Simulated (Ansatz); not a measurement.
An Ansatz (an electronic-structure program) run: LaAlO3 with a change (pressure −2 GPa); Ansatz, PBEsol, PAW, cutoff 420 eV, spin-orbit coupling left out, earlier PAW set.

Input:

Ansatz 0.2 input:
```yaml
crystal:
  lattice:
    - [2.6811330902, 1.5479529113, 4.3565249369]
    - [-2.6811330902, 1.5479529113, 4.3565249369]
    - [0, -3.0959058227, 4.3565249369]
  atoms:
    - { symbol: La, position: [0.25, 0.25, 0.25] }
    - { symbol: La, position: [0.75, 0.75, 0.75] }
    - { symbol: Al, position: [0, 0, 0] }
    - { symbol: Al, position: [0.5, 0.5, 0.5] }
    - { symbol: O, position: [0.7865786753, 0.7134213247, 0.25] }
    - { symbol: O, position: [0.25, 0.7865786753, 0.7134213247] }
    - { symbol: O, position: [0.7134213247, 0.25, 0.7865786753] }
    - { symbol: O, position: [0.2134213247, 0.2865786753, 0.75] }
    - { symbol: O, position: [0.75, 0.2134213247, 0.2865786753] }
    - { symbol: O, position: [0.2865786753, 0.75, 0.2134213247] }
basis: { ecutwfc: 420, ecutrho_ratio: 4, xc_grid: 2, fft_grid_basis: typed }
kpoints: { mp_grid: { grid: [8, 8, 8] } }
hamiltonian:
  xc: pbesol
  dispersion: none
  pseudopotentials: { azcp: { folder: ./paw }, kind: paw }
scf: { occupations: { method: fermi_dirac, width: 0.05 } }
relax: { f_tol: 0.01, max_steps: 60, cell: { stress_tol: 0.02, p_target: -2.0 } }
output: { forces: true, stress: true }
checkpoint: { write: state.ck, write_every: 1000 }
```

Output (explanatory and most iteration lines left out):

```
Relaxation: its limit of steps is 60 (relax.max_steps)
Pseudopotential: La, paw, valence charge 11
Pseudopotential: Al, paw, valence charge 3
Pseudopotential: O, paw, valence charge 6
Crystal: 10 atoms, lattice volume = 108.484 Å³
Basis set: ecut = 420 eV, 2097 PW (Γ), exchange–correlation on 72×72×72 points (8 copies of the dense FFT grid, shifted against one another)
Bands: 42, of which v1, the nominal top of the filled ones, is band 32 counted from 1 (31 counted from 0)
Symmetry: 12 space group operations
Space group: R-3c (ITA 167), of the structure as read, at distance tolerance 4.8e-5 Å
k-points: 65 of 512
Functional: x = pbesol(κ = 0.804, μ = 0.12345679012345678), c = pbesol(β = 0.046)
SCF iter   1: F=—  HF=-16756.565604 eV  |F-HF|=—  |Δ(HF+E_count)|=         —  Δρ=4.89e-2  dr2=3.34e0  ethr=3.10e-3  ⟨swp⟩=4.2  Hψ=10568  notcnv=0
SCF iter   2: F=—  HF=-16756.056671 eV  |F-HF|=—  |Δ(HF+E_count)|=   5.09e-1  Δρ=2.82e-2  dr2=1.06e0  ethr=3.10e-3  ⟨swp⟩=3.9  Hψ=6070  notcnv=0  defer=166
SCF 1 converged in 8 iterations: F = -16755.770297 eV  dr2 = 1.51e-8
relax step   1: F+E_penalty+E_count = -16755.77029716 eV  Δ(F+E_penalty+E_count) = +0.000e0 eV  max|allowed force component| = 1.312e-5 eV/Å  Δτ_max = 0.0000 Å  P = -0.999 GPa  Ω = 108.484 Å³  (8 SCF iters, dr2 threshold 1.00e-7 eV, accepted)
[... steps on the carried basis left out ...]
relax step   8: F+E_penalty+E_count = -16755.76488011 eV  Δ(F+E_penalty+E_count) = -3.433e-5 eV  max|allowed force component| = 7.873e-6 eV/Å  Δτ_max = 0.0000 Å  P = -1.999 GPa  Ω = 109.062 Å³  stress off target by 7.93e-4 GPa  SCF on the basis re-selected at this cell (its energy is not comparable with the rows above)  (4 SCF iters)
SCF converged after 4 iterations
Free energy (F): -16755.764880 eV
Internal energy: -16755.764880 eV  (E = F + TS)
E sigma→0 (E₀):  -16755.764880 eV
Fermi energy:    13.144778 eV
--- Forces (eV/Å), atoms counted from 1 ---
  atom   1  La     0.00000000     0.00000000     0.00000000
  atom   2  La    -0.00000000    -0.00000000    -0.00000000
  atom   3  Al    -0.00000000     0.00000000     0.00000000
  atom   4  Al     0.00000000     0.00000000     0.00000000
  atom   5  O      0.00000787    -0.00000000     0.00000000
  atom   6  O     -0.00000394     0.00000682     0.00000000
  atom   7  O     -0.00000394    -0.00000682    -0.00000000
  atom   8  O     -0.00000787     0.00000000     0.00000000
  atom   9  O      0.00000394    -0.00000682    -0.00000000
  atom  10  O      0.00000394     0.00000682     0.00000000
--- Stress (GPa, compression-positive) ---
       -1.999207       0.000000      -0.000000
        0.000000      -1.999207       0.000000
       -0.000000       0.000000      -1.999262
  P = ⅓ Tr σ = -1.9992 GPa (-19.992 kbar)
--- Relaxed structure (6 steps of the walk, 6 accepted, 2 SCFs on fresh bases) ---
  cell:  # Å, volume = 109.0618 Å³
    - [2.685973831316803, 1.5507477145303519, 4.363938053932352]
    - [-2.685973831316803, 1.5507477145303519, 4.363938053932352]
    - [4.6115844681537625e-34, -3.101495429110788, 4.363938053914554]
  atoms:
    - { symbol: La, position: [0.25, 0.25, 0.25] }
    - { symbol: La, position: [0.7499999999999999, 0.7499999999999999, 0.75] }
    - { symbol: Al, position: [-1.6800864404072957e-20, 7.462060322592463e-21, 9.33880408152765e-21] }
    - { symbol: Al, position: [0.5, 0.5, 0.5] }
    - { symbol: O, position: [0.7873857556370056, 0.7126142443629944, 0.25000000000000006] }
    - { symbol: O, position: [0.24999999999999978, 0.7873857556370056, 0.7126142443629945] }
    - { symbol: O, position: [0.7126142443629943, 0.25, 0.7873857556370056] }
    - { symbol: O, position: [0.21261424436299423, 0.2873857556370055, 0.75] }
    - { symbol: O, position: [0.75, 0.21261424436299411, 0.28738575563700564] }
    - { symbol: O, position: [0.2873857556370054, 0.7499999999999998, 0.2126142443629943] }
```

Load acts through the strain it causes; cell and atoms are relaxed under it. Stability against distortions was not tested. The cell was made from LaAlO3 (space group R-3c, No. 167) by this change: pressure −2 GPa.
